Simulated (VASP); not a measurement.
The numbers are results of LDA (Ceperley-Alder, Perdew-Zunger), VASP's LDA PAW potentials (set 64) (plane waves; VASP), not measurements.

Gaps are without spin-orbit coupling.

The volume per atom is 12.43 Å³/atom and the band gap (over mesh and band path) is 2.06 eV. The smallest direct gap (over mesh and band path) is 2.68 eV.

Problem. Which relaxed crystal gives these values?
A. CsBr, Pm-3m (221)
B. KTaO3, Pm-3m (221)
C. BP, F-43m (216)
D. MgCdTe2, P-4m2 (115)

Solution. B, KTaO3, Pm-3m (221)
